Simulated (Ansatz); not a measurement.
## AlNi (P4/mmm)

The calculation used DFT PBEsol, scalar-relativistic, plane waves, PAW in Ansatz.

Plane waves to 420 eV, a k mesh through Γ of 16×16×14 on the computed 2-atom cell and Gaussian smearing (0.10 eV); no spin polarisation.

The structure is relaxed at this level of theory with its symmetry kept. Whether it is the stable form of this composition wasn't checked.

```
Al Ni
1.0
     2.02133   -2.02135    0.00000
     2.02133    2.02135    0.00000
     0.00000    0.00000    2.86941
Al Ni
1 1
Cartesian
  0.0000 0.0000 0.0000
  2.0213 0.0000 1.4347
```

```
Space group                                                       : P4/mmm (No. 123)
Volume per atom                                                   : 11.72 Å³
Formation energy from the elements' standard states (uncorrected) : -0.671 eV/atom
Kohn–Sham band gap                                                : none (metal)
Density of states at the Fermi level                              : 0.82 states/eV per cell
Löwdin character within 0.5 eV of the Fermi level                 : Ni 3d 57 %, Al 3p 30 %, unprojected 5 %
Bulk modulus                                                      : 173 GPa
Its pressure derivative                                           : 4.3
Bader charges (e)                                                 : Al (1 in the cell) 1.75, Ni (1 in the cell) -1.75
```

A ferromagnetic start lost its moments in a first run, so spin was left out; other magnetic orders weren't tried.